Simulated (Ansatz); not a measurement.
KBr (Fm-3m): G0W0 against its settings

KBr (started from an entry of an open crystallographic database), relaxed with r2SCAN; one-shot G0W0 in Ansatz without spin-orbit coupling. No spin polarisation and no zero-point or thermal motion.

```
K Br
1.0
     0.00000    3.30244    3.30244
     3.30244    0.00000    3.30244
     3.30244    3.30244    0.00000
K Br
1 1
Direct
  0.00000 0.00000 0.00000
  0.50000 0.50000 0.50000
```

Gaps are read over the mesh points alone. G0W0 here is at a finite number of bands, screening cutoff and k mesh, not at the basis limit.
```tsv
start	potentials	frequency model	mesh	empty bands	screening cutoff (eV)	Kohn-Sham gap (eV)	G0W0 gap (eV)
PBE	PAW	contour deformation	4×4×4	163	100	4.43	6.85
PBE	PAW	contour deformation	4×4×4	395	180	4.43	7.03
PBE	PAW	contour deformation	4×4×4	766	260	4.43	7.08
HSE06	PAW	contour deformation	4×4×4	395	180	5.60	7.59
r2SCAN	PAW	contour deformation	4×4×4	395	180	5.07	7.35
PBE0	PAW	contour deformation	4×4×4	395	180	6.31	7.81
PBE	PAW	Godby-Needs pole	4×4×4	395	180	4.43	7.02
PBE	PAW	contour deformation	6×6×6	117	80	4.43	6.76
PBE	norm-conserving	contour deformation	4×4×4	395	180	4.43	6.96
```

Over the mesh points the PBE gap of 4.43 eV becomes a quasiparticle gap of 7.08 eV (direct at Γ), a change of +2.65 eV. Renormalisation factors Z lie between 0.80 and 0.86.

Raising bands and cutoff together moves the gap by +0.18 eV (100 to 180 eV), then +0.05 eV (180 to 260 eV); the last step is still large, so the basis limit isn't reached. Starting from HSE06 (5.60 eV against PBE's 4.43 eV) gives 7.59 eV, +0.56 eV from G0W0@PBE at the same screening cutoff. Starting from r2SCAN (5.07 eV against PBE's 4.43 eV) gives 7.35 eV, +0.32 eV from G0W0@PBE at the same screening cutoff. Starting from PBE0 (6.31 eV against PBE's 4.43 eV) gives 7.81 eV, +0.78 eV from G0W0@PBE at the same screening cutoff. The Godby-Needs plasmon pole differs from contour deformation by -0.01 eV. Norm-conserving potentials (wave cutoff 850 eV against 420 eV) shift the quasiparticle gap by -0.07 eV and the PBE gap by 0.00 eV. r2SCAN runs take a wave cutoff of 500 eV.
